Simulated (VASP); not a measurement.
Runs of VASP 6.6.1 on MoSe2. Symmetry: P6_3/mmc, No. 194, hexagonal system. The conventional cell has a = 3.288 Å, b = 3.288 Å, c = 12.900 Å, α = 90.00°, β = 90.00°, γ = 120.00°. Mo (site symmetry -6m2) is surrounded by 6 Se at 2.49 Å. Se (site symmetry 3m) has 3 Mo at 2.49 Å as nearest neighbours. 

| level | gap on the mesh (eV) | pressure (GPa) | relaxed volume (Å³/atom) | largest force (eV/Å) |
| --- | --- | --- | --- | --- |
| RPBE+D3(BJ) | 0.31 | 0.0 | (a) | 0.02 |
| PBEsol+D4 | 0.77 | 0.0 | (b) | 0.01 |
| revPBE+D3(BJ) | 0.73 | 0.0 | 18.96 | - |
| RPBE+D3 | 0.99 | 0.0 | 20.85 | - |
| revPBE+D3 | 0.98 | 0.0 | (c) | - |
| revPBE+D4 | 0.80 | 0.0 | 19.38 | 0.01 |
| RPBE+D4 | 0.79 | 0.0 | 19.22 | - |
| PBEsol+rVV10 | 0.88 | 0.0 | 19.82 | - |

Alike in all rows: task relaxation of cell and atoms; potentials or basis VASP PAW PBE potentials, release 64 (Mo_sv, Se); no spin polarisation; cell relaxed; k mesh 9 × 9 × 2; cutoff (eV) 600; smearing fermi-dirac 0.05 eV.

Q: Estimate the missing entries.

A: (a) 15.84; (b) 19.14; (c) 20.52.

Caveats: the PAW data sets were made with another functional, which shifts forces and pressure a little; an odd mesh through Γ misses points on the zone boundary, where band edges often lie; the volume moved by over 15 % at a fixed basis, so the end points are rough (some runs); the volume moved by -21 % from the deposited cell, more than functionals usually miss (some runs).

A k mesh can miss the band edges, and the runs leave out spin-orbit coupling on Mo, Se.

Runs at the PBE level aren't shown here.
